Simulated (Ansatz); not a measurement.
# Contact densities of BeSe against volume

```
Be Se
1.0
     0.00000    2.53500    2.53500
     2.53500    0.00000    2.53500
     2.53500    2.53500    0.00000
Be Se
1 1
Direct
  0.00000 0.00000 0.00000
  0.75000 0.75000 0.75000
```

Atoms are numbered in the order listed.

The cell is COD entry 9008837, as deposited and not checked against the literature; nothing was relaxed. It differs from other determinations.

These are results of Ansatz 0.2.0, DFT, PBEsol, all-electron PAW with datasets made for the crystal, scalar-relativistic, not measurements.

Settings: a Γ-centred 10×10×10 k mesh, Fermi–Dirac smearing of 0.03 eV, cutoff 220 eV (chosen by the program for this cell), no spin polarisation.

The contact density is the mean electron density over the nuclear volume; its changes follow the s electrons' response to bonding and compression. Changes below are taken from the unscaled cell, where it is 235.76 e/Å³ at Be1, 262450 e/Å³ at Se2.

Volumes at which the program chose other datasets or cutoffs are left out.

| V/V(cell) | P (GPa) | Δρ(0) Be1 (e/Å³) | Δρ(0) Se2 (e/Å³) |
| --- | --- | --- | --- |
| 0.9400 | 9.2 | 0.07 | -1.37 |
| 0.9405 | 9.2 | 0.07 | -1.36 |
| 0.9600 | 6.9 | 0.05 | -0.93 |
| 0.9800 | 4.8 | 0.02 | ? |
| 0.9900 | 3.8 | 0.01 | -0.26 |
| 1.0000 | 2.9 | 0.00 | 0.00 |
| 1.0100 | 2.0 | -0.01 | ? |
| 1.0200 | 1.2 | -0.02 | ? |

Task: Give the missing entry: row "0.9800", column "Δρ(0) Se2 (e/Å³)".

Result: -0.48.

Task: Give the missing entry: row "1.0100", column "Δρ(0) Se2 (e/Å³)".

Result: 0.36.

Task: Fill in "Δρ(0) Se2 (e/Å³)" for the row "1.0200".

Result: 0.50.

The datasets are made afresh for each cell, so very small changes are uncertain.
